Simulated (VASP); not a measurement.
A run of VASP 6.6.1 is set up as follows.

The input INCAR:

```
ALGO = Normal ; EDIFF = 1E-6
EDIFFG = -0.01 ; ENCUT = 600
GGA = PE ; IBRION = 2
ISIF = 3 ; ISMEAR = 0
LASPH = True ; LCHARG = False
LREAL = False ; LWAVE = False
NELM = 80 ; NSW = 40
PREC = Accurate ; SIGMA = 0.05
```

File KPOINTS:

```
k-points
0
Gamma
  11 11 11
```

Contents of POSCAR:

```
LiH2
1.0
   -1.7759100000      1.7759100000      1.5733100000
    1.7759100000     -1.7759100000      1.5733100000
    1.7759100000      1.7759100000     -1.5733100000
Li H
1 2
Direct
    0.0000000000      0.0000000000      0.0000000000
    0.2500000000      0.7500000000      0.5000000000
    0.7500000000      0.2500000000      0.5000000000
```

Potentials or basis: VASP PAW PBE potentials, release 64 (Li_sv, H).

Run with:

```console
$ cat potpaw_PBE.64/Li_sv/POTCAR potpaw_PBE.64/H/POTCAR > POTCAR
$ mpirun -np 1 vasp_std > vasp.out
```

(1) Estimate the band gap on the k mesh.

(2) What does it give for the relaxed volume?

(3) Predict the space group after relaxing (to 0.05 Å).

## Answers

(1) none (metal or under the smearing width).

(2) 6.60 Å³/atom.

(3) I4/mmm (No. 139).

Caveat: the cutoff is under 1.25 times the usual one of these potentials, so pressure, stress and relaxed cells hold a basis-set (Pulay) error.
